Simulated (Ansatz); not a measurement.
Sn: what the smearing entropy tells about the Fermi level

Theory: DFT PBEsol, scalar-relativistic, plane waves, PAW (Ansatz 0.2.0).

```
CELL_PARAMETERS angstrom
-1.59075 1.59075 2.91565
1.59075 -1.59075 2.91565
1.59075 1.59075 -2.91565
ATOMIC_POSITIONS crystal
Sn 0.00000 0.00000 0.00000
```

* plane-wave cutoff: 420 eV
* Γ-centred k-mesh: 18×18×18
* spin treatment: unpolarised

The same metal under several smearings of width σ, on one mesh. F is the free energy, TS the smearing's entropy term for the cell of 1 atom, and E = F + TS. Gaussian occupations are ½ erfc[(ε − μ)/σ], and N counts both spins.

| rule | σ (eV) | F − F(narrowest) (meV/atom) | TS (meV/cell) |
| --- | --- | --- | --- |
| Fermi–Dirac | 0.01 | -0.093 | 0.223 |
| Fermi–Dirac | 0.1 | -9.990 | 20.225 |
| Fermi–Dirac | 0.3 | -89.315 | 176.323 |
| Fermi–Dirac | 0.5 | -245.969 | 490.588 |
| Gaussian | 0.01 | 0.000 | 0.033 |
| Gaussian | 0.1 | -1.528 | 2.951 |
| Gaussian | 0.2 | -5.998 | 12.180 |

Problem. For a density of states N (both spins) that is flat over the smeared range, TS = Nσ²/2 (Gaussian) and (π²/3)Nσ² (Fermi–Dirac). What N does each run give?

Solution.
| rule | σ (eV) | N (states/eV a cell) |
| --- | --- | --- |
| Fermi–Dirac | 0.01 | 0.68 |
| Fermi–Dirac | 0.1 | 0.61 |
| Fermi–Dirac | 0.3 | 0.60 |
| Fermi–Dirac | 0.5 | 0.60 |
| Gaussian | 0.01 | 0.66 |
| Gaussian | 0.1 | 0.59 |
| Gaussian | 0.2 | 0.61 |

Equal entropy needs σ_Gauss = π√(2/3) σ_FD = 2.57 σ_FD, so a Fermi–Dirac width acts like a Gaussian one 2.57 times as large. At moderate widths N lies between 0.59 and 0.61, nearly constant, so the density of states is smooth near the Fermi level and the mesh resolves it. At the narrowest widths only the few mesh levels within σ of μ count, so N can scatter there.

Problem. To second order F = E0 − TS/2 and E = E0 + TS/2. How well does E0 = (E + F)/2 undo the smearing?

Solution.
```
       rule  σ (eV) F − E0(narrowest) (meV/atom) (E + F)/2 − E0(narrowest) (meV/atom)
Fermi–Dirac    0.01                         -0.11                                  0.00
Fermi–Dirac     0.1                        -10.01                                  0.11
Fermi–Dirac     0.3                        -89.33                                 -1.17
Fermi–Dirac     0.5                       -245.99                                 -0.69
   Gaussian    0.01                         -0.02                                  0.00
   Gaussian     0.1                         -1.54                                 -0.07
   Gaussian     0.2                         -6.01                                  0.08
```

At Fermi–Dirac 0.1 eV the free energy is off by -10.01 meV/atom and the mean by 0.11. What remains is of order σ⁴ plus the mesh error of the narrowest run, which is no exact reference. Forces and stress are derivatives of F, not of E0, so they keep the σ² error.

This form isn't the element's structure at ambient conditions.

6 further runs of this set aren't shown.

The smearing runs describe an ordinary metal with about 0.60 states/eV per atom at the Fermi level, and both occupation rules agree once the widths are moderate. This is close to the free-electron estimate for four valence electrons at this volume, as expected for broad, overlapping 5s and 5p bands with the filled 4d shell well below them. The free energy falls roughly as the square of the width because a wider window makes more states partially occupied, each of them contributing entropy.

The extrapolated energy removes nearly all of this shift, but its remainder doesn't follow a single quartic law: it is -1.17 meV/atom at a Fermi–Dirac width of 0.3 eV and only -0.69 at 0.5 eV. Higher-order terms probably compensate there as the tails of the distribution reach more distant parts of the bands, so the smaller remainder is no sign of better convergence. Nor does a steady entropy-derived density of states rule out narrow peaks or dips at the Fermi level, since broad smearing averages over them.
